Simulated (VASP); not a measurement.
# Sc (P-1) in VASP: a series of runs

One crystal, Sc, is run at these levels: PBEsol; tasks: single point.

All numbers are computed with VASP 6.6.1; they aren't measurements. Logs are shortened: lines on timing, memory, paths and dates and some standing lists are left out, and cuts for length are marked.

## 1. Starting point

The typed cell holds 1 atom: a = 3.202 Å, b = 3.216 Å, c = 3.226 Å, α = 61.44°, β = 61.31°, γ = 62.16°.

This isn't the form of Sc at room conditions, which is hcp.

## 2. Single point, PBEsol

Contents of INCAR:

```
SYSTEM = Sc
  PREC = Accurate
  ENCUT = 400
  EDIFF = 1E-5
  ISMEAR = 1
  SIGMA = 0.2
  LREAL = .FALSE.
  LASPH = .TRUE.
  NELM = 100
  ALGO = Normal
  ISIF = 2
  LWAVE = .FALSE.
  LCHARG = .FALSE.
  GGA = PS
  ADDGRID = .FALSE.
```

Contents of KPOINTS:

```
regular mesh
0
G
  6 6 6
  0 0 0
```

Contents of POSCAR:

```
Sc
1.0
    3.2019616822      0.0000000000      0.0000000000
    1.5021078373      2.8441406042      0.0000000000
    1.5489936237      0.9264468030      2.6741812389
Sc
1
Direct
    0.0000000000      0.0000000000      0.0000000000
```

Potentials or basis: VASP PAW PBE potentials, release 64 (Sc_sv).

Launch:

```console
$ cat potpaw_PBE.64/Sc_sv/POTCAR > POTCAR
$ mpirun -np 1 vasp_std > vasp.out
```

OUTCAR:

```text
SYSTEM = Sc
   PREC = Accurate
   ENCUT = 400
   EDIFF = 1E-5
   ISMEAR = 1
   LREAL = .FALSE.
   LASPH = .TRUE.
   NELM = 100
   ISIF = 2
   GGA = PS

 Found    112 irreducible k-points:

 Following reciprocal coordinates:
            Coordinates               Weight
  0.000000  0.000000  0.000000      1.000000
  0.166667  0.000000 -0.000000      2.000000
  0.333333  0.000000  0.000000      2.000000
  0.500000  0.000000  0.000000      1.000000
  0.000000  0.166667 -0.000000      2.000000
  0.166667  0.166667 -0.000000      2.000000
   k-points           NKPTS =    112   k-points in BZ     NKDIM =    112   number of bands    NBANDS=      9
   number of dos      NEDOS =    301   number of ions     NIONS =      1
   total plane-waves  NPLWV =  13824
   dimension x,y,z NGX =    24 NGY =   24 NGZ =   24
   dimension x,y,z NGXF=    48 NGYF=   48 NGZF=   48
   ions per type =               1
   NGX,Y,Z   is equivalent  to a cutoff of  12.46, 12.40, 12.37 a.u.
   NGXF,Y,Z  is equivalent  to a cutoff of  24.92, 24.81, 24.73 a.u.
 SYSTEM =  Sc
   PREC   = accura    normal or accurate (medium, high low for compatibility)
   ISTART =      0    job   : 0-new  1-cont  2-samecut
   ICHARG =      2    charge: 1-file 2-atom 10-const
   ISPIN  =      1    spin polarized calculation?
   LNONCOLLINEAR =      F non collinear calculations
   LSORBIT =      F    spin-orbit coupling
   LASPH  =      T    aspherical Exc in radial PAW
   ENCUT  =  400.0 eV  29.40 Ry    5.42 a.u.   5.22  5.25  5.26*2*pi/ulx,y,z
   NELM   =    100;   NELMIN=  2; NELMDL= -5     # of ELM steps
   EDIFF  = 0.1E-04   stopping-criterion for ELM
   LREAL  =      F    real-space projection
   EDIFFG = 0.1E-03   stopping-criterion for IOM
   NSW    =      0    number of steps for IOM
   IBRION =     -1    ionic relax: 0-MD 1-quasi-New 2-CG
   NFREE  =      0    steps in history (QN), initial steepest desc. (CG)
   ISIF   =      2    stress and relaxation
   ISYM   =      2    0-nonsym 1-usesym 2-fastsym
   POTIM  = 0.5000    time-step for ionic-motion
   TEBEG  =    0.0;   TEEND  =   0.0 temperature during run
   PSTRESS=    0.0 pullay stress
   NELECT =      11.0000    total number of electrons
   NUPDOWN=      -1.0000    fix difference up-down
   EMIN   =  10.00;   EMAX   =-10.00  energy-range for DOS
   EFERMI =   0.00;   METHOD = LEGACY
   ISMEAR =     1;   SIGMA  =   0.20  broadening in eV -4-tet -1-fermi 0-gaus
   EFERMI_NEDOS =   21; number of points for ismear=-14 and -15
   IALGO  =     38    algorithm
   IMIX   =      4    mixing-type and parameters
     AMIX     =   0.40;   BMIX     =  1.00
     AMIX_MAG =   1.60;   BMIX_MAG =  1.00
  volume/ion in A,a.u.               =      24.35       164.34
  Fermi-wavevector in a.u.,A,eV,Ry     =   1.256087  2.373660 21.466653  1.577755
  Thomas-Fermi vector in A             =   2.389812
   LORBIT       =      0    0 simple, 1 ext, 2 COOP (PROOUT), +10 PAW based schemes
   GGA     = PS    functional components
   LHFCALC =     F    Hartree Fock is set to
   AEXX    =    0.0000 exact exchange contribution
   IVDW    =     0    specifies the selected vdW correction
   LEPSILON=     F    determine dielectric tensor
   LRPA    =     F    only Hartree local field effects (RPA)
 non-spin polarized calculation
 Methfessel and Paxton  Order N= 1 SIGMA  =   0.20
  energy-cutoff  :      400.00
  volume of cell :       24.35
 maximum number of plane-waves:       454
 NGX is ok and might be reduce to    24
   NGX = 11   NGY = 11   NGZ = 11

 number of electron      11.0000001 magnetization

 Free energy of the ion-electron system (eV)
  ---------------------------------------------------
  ext. energy  EPLUGINS =         0.00000000
  ---------------------------------------------------
  free energy    TOTEN  =        -6.55908961 eV

  energy without entropy =       -6.56110537  energy(sigma->0) =       -6.55976153

 E-fermi :   3.6827     XC(G=0): -10.0377

 val. band max:        3.6048234363   @ k =  -0.3333   0.1667   0.1667
 cond. band min:       3.7022062690   @ k =   0.5000   0.3333   0.1667
 fundamental gap:      0.0973828327
 Fermi energy:         3.6826836275

 k-point     1 :       0.0000    0.0000    0.0000
  band No.  band energies     occupation
      1     -45.4960      2.00000
      2     -23.9992      2.00000
      3     -23.9964      2.00000
      4     -23.9806      2.00000
      5      -1.5158      2.00000
      6       5.1325     -0.00000
      7       5.2137     -0.00000
      8       5.5065     -0.00000
      9       6.6511     -0.00000

 k-point     2 :       0.1667    0.0000   -0.0000
  band No.  band energies     occupation
      1     -45.4806      2.00000
      2     -24.1003      2.00000
      3     -24.0096      2.00000
      4     -23.9982      2.00000
      5      -0.8342      2.00000
      6       4.7808     -0.00000
      7       5.3415     -0.00000
      8       5.6472     -0.00000
      9       6.5860     -0.00000

 k-point     3 :       0.3333    0.0000    0.0000
  band No.  band energies     occupation
      1     -45.4494      2.00000
      2     -24.3073      2.00000
      3     -24.0317      2.00000
      4     -24.0270      2.00000
      5       0.8249      2.00000
      6       4.0917     -0.01378
      7       5.2250     -0.00000
      8       5.5268     -0.00000
      9       7.0574     -0.00000

 k-point     4 :       0.5000    0.0000    0.0000
  band No.  band energies     occupation
      1     -45.4339      2.00000
      2     -24.4085      2.00000
      3     -24.0451      2.00000
      4     -24.0388      2.00000
      5       1.8913      2.00000
      6       3.9089     -0.06787
      7       5.0436     -0.00000
      8       5.3511     -0.00000
      9       7.6082     -0.00000

 k-point     5 :       0.0000    0.1667   -0.0000
  band No.  band energies     occupation
      1     -45.4812      2.00000
      2     -24.1012      2.00000
      3     -24.0070      2.00000
      4     -23.9962      2.00000
      5      -0.8427      2.00000
      6       4.7469     -0.00000
      7       5.3553     -0.00000
      8       5.6465     -0.00000
      9       6.6015     -0.00000

 k-point     6 :       0.1667    0.1667   -0.0000
  band No.  band energies     occupation
      1     -45.4742      2.00000
      2     -24.0981      2.00000
      3     -24.0387      2.00000
      4     -24.0227      2.00000
      5      -0.5858      2.00000
      6       4.6270     -0.00000
      7       5.5667     -0.00000
      8       5.7702     -0.00000
      9       6.0765     -0.00000

 [... further k-points ...]

------------------------ aborting loop because EDIFF is reached ----------------------------------------

  FORCE on cell =-STRESS in cart. coord.  units (eV):
  Direction    XX          YY          ZZ          XY          YZ          ZX
  --------------------------------------------------------------------------------------
  -------------------------------------------------------------------------------------
  Total       -0.1061455     -0.3433537     -0.3300444      0.1531238      0.0703084      0.0778503
  in kB       -6.9831970    -22.5888558    -21.7132552     10.0738426      4.6255099      5.1216835
  external PRESSURE =     -17.0951027 kB  Pullay stress =       0.0000000 kB

 VOLUME and BASIS-vectors are now :
 -----------------------------------------------------------------------------
  energy-cutoff  :      400.00
  volume of cell :       24.35
      direct lattice vectors                 reciprocal lattice vectors
     3.201961682  0.000000000  0.000000000     0.312308547 -0.164943011 -0.123758636
     1.502107837  2.844140604  0.000000000     0.000000000  0.351600058 -0.121808778
     1.548993624  0.926446803  2.674181239     0.000000000  0.000000000  0.373946233

 POSITION                                       TOTAL-FORCE (eV/Angst)
 -----------------------------------------------------------------------------------
      0.00000      0.00000      0.00000         0.000000      0.000000      0.000000
 -----------------------------------------------------------------------------------
    total drift:                               -0.000000     -0.000000      0.000000

  FREE ENERGIE OF THE ION-ELECTRON SYSTEM (eV)
  ---------------------------------------------------
  free  energy   TOTEN  =        -6.5590896108 eV

  energy  without entropy=       -6.5611053682  energy(sigma->0) =       -6.55976153
```

Run time: 6.4 s. Hardware: 1 thread of Intel Xeon 6975P-C (Granite Rapids), shared host; peak memory 0.14 GiB.

The run converged, but some of its settings lie outside the range that counts as converged, so its numbers aren't taken as properties of the crystal.

Results:

```
Free energy            : -6.5591 eV
Pressure               : -1.7 GPa
Band gap on the k mesh : none (metal or under the smearing width)
```

Caveat: the k mesh is coarse (spacing up to 0.39 Å⁻¹), so the values aren't converged; the PAW data sets were made with another functional, which shifts forces and pressure a little.

## 3. Single point, PBEsol

INCAR, as its differences from that of step 2:

```diff
@@ -3,3 +3,3 @@
   ENCUT = 400
-  EDIFF = 1E-5
+  EDIFF = 1E-6
   ISMEAR = 1
@@ -14,2 +14,2 @@
   GGA = PS
-  ADDGRID = .FALSE.
+  ADDGRID = .TRUE.
```

KPOINTS is that of step 2.

POSCAR is that of step 2.

Potentials or basis: VASP PAW PBE potentials, release 64 (Sc_sv).

Launch:

```console
$ cat potpaw_PBE.64/Sc_sv/POTCAR > POTCAR
$ mpirun -np 1 vasp_std > vasp.out
```

Run time: 8 s. Hardware: 1 thread of Intel Xeon 6975P-C (Granite Rapids), shared host; peak memory 0.21 GiB.

The run converged, but some of its settings lie outside the range that counts as converged, so its numbers aren't taken as properties of the crystal.

Results:

```
Free energy            : -6.5591 eV
Pressure               : -1.7 GPa
Band gap on the k mesh : none (metal or under the smearing width)
```

Caveat: the k mesh is coarse (spacing up to 0.39 Å⁻¹), so the values aren't converged; the PAW data sets were made with another functional, which shifts forces and pressure a little.

## 4. For comparison

An earlier run on the cell as given: functional PBE; potentials or basis VASP PAW PBE potentials, release 64 (Sc_sv); cutoff 520 eV; k mesh 10 × 10 × 10; occupations fermi-dirac, width 0.05 eV; no spin polarisation.

- Pressure: 0.8 GPa
- Band gap on the k mesh: none (metal or under the smearing width)
